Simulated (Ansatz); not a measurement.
# Zone-centre phonons of BN: input and output

Method: DFT PBE+D3(BJ), scalar-relativistic, plane waves, PAW in Ansatz 0.2.0.

Launched with:
```bash
ansatz run input.yaml --threads 1 --pin off --max-ram 3072MiB --backend cpu --events-out ev --progress --plain --runs-dir out
```

Input (bare energies are in eV):
```yaml
crystal:
  lattice:
    - [2.4950430234, 0.002192165, -0.2351082271]
    - [-1.2383183159, 2.1660608111, 0.2350929267]
    - [-0.9368797252, -0.9052854192, 3.3513133633]
  atoms:
    - { symbol: B, position: [0.991038784, 0.9914237067, -0.0061515093] }
    - { symbol: "N", position: [0.657110216, 0.3244602933, 0.9929565093] }
basis:
  ecutwfc: 420
kpoints:
  mp_grid: { grid: [12, 12, 12] }
hamiltonian:
  xc: pbe
  dispersion: d3bj
scf:
  occupations: { method: fixed }
output:
  eigenvalues: true
phonons:
  method: dfpt
  dielectric: true
  rigid_motions: translations
  eigenvectors: true
```

The end of the output:
```
--- Phonons (Γ-DFPT): 6 representative perturbations + reference, on 868 of 1728 k-points (Σ response iterations 18) ---
  ASR residual: 2.156e-4 → 0.000e0 eV/Å²; symmetrization residual: 6.530e-7 eV/Å²
  The last average, over the group as it would stand without the narrowing to the FFT grids, took up to 3.925e-5 eV/Å² of the zone centre's force constants
  pairwise dispersion correction: d3bj (s6 = 1.0, s8 = 0.7875, a1 = 0.4289, a2_bohr = 4.4407), with the weights of each atom's references fixed at the reference crystal's, and the forces and stress that the weights' published response gives ...
  ASR residual per site (eV/Å²): 9.50e-5 2.16e-4
  Γ frequencies (cm⁻¹): 0.00 0.00 0.00 747.87 1355.57 1355.57
  ε∞ (high-frequency dielectric tensor):
        4.787870     0.010614    -0.197232
        0.010614     4.800034     0.114302
       -0.197235     0.114303     2.710225
  ε⁰ (static dielectric tensor: ions relaxed, cell fixed):
        6.572071     0.017690    -0.326470
        0.017690     6.592344     0.189199
       -0.326473     0.189200     3.135329
  ε⁰ − ε∞ (ionic part):
        1.784201     0.007075    -0.129238
        0.007075     1.792310     0.074897
       -0.129238     0.074897     0.425104
  softest optical mode at Γ: 747.87 cm⁻¹; the repairs (sum rule, projections) moved no ω² at Γ by more than (3.21 cm⁻¹)²
  Born effective charges Z* (e; rows j = field, columns β = displacement):
    site 0:
         2.69005    0.01016   -0.18582
         0.01016    2.70170    0.10769
        -0.18586    0.10771    0.73602
    site 1:
        -2.69005   -0.01016    0.18582
        -0.01016   -2.70170   -0.10769
         0.18586   -0.10771   -0.73602
  Z* charge neutrality: 2.745e-5 e pre-enforcement
  k-mesh period / interband length: 30.1 Å / 1.37 Å = 21.90 at k = (-0.5000, -0.5000, -0.5000), direct gap 5.433 eV — 14 or more, which is no proof of convergence
  optical modes at Γ without the LO–TO term, one row a degenerate level:
      ω (cm⁻¹) modes IR ((D/Å)²/amu)
        747.87      1             1.9202
       1355.57      1            27.7202
       1355.57      1            27.7208
  optical modes at Γ + LO–TO along q̂ = [1.0000, 0.0000, 0.0000]:
      ω (cm⁻¹) modes IR ((D/Å)²/amu)
        748.05      1             1.9222
       1355.57      1            27.7207
       1587.80      1            27.7185
  optical modes at Γ + LO–TO along q̂ = [0.0000, 1.0000, 0.0000]:
      ω (cm⁻¹) modes IR ((D/Å)²/amu)
        747.93      1             1.9209
       1355.57      1            27.7204
       1588.49      1            27.7200
  optical modes at Γ + LO–TO along q̂ = [0.0000, 0.0000, 1.0000]:
      ω (cm⁻¹) modes IR ((D/Å)²/amu)
        801.07      1             1.9413
       1355.57      1            27.7208
       1361.19      1            27.6992
```

The run took 65 s on 1 thread of AMD EPYC 7R43 64-Core Processor (Zen 3) (shared host), peak memory 0.75 GiB.

This form isn't the usual stable structure of the compound.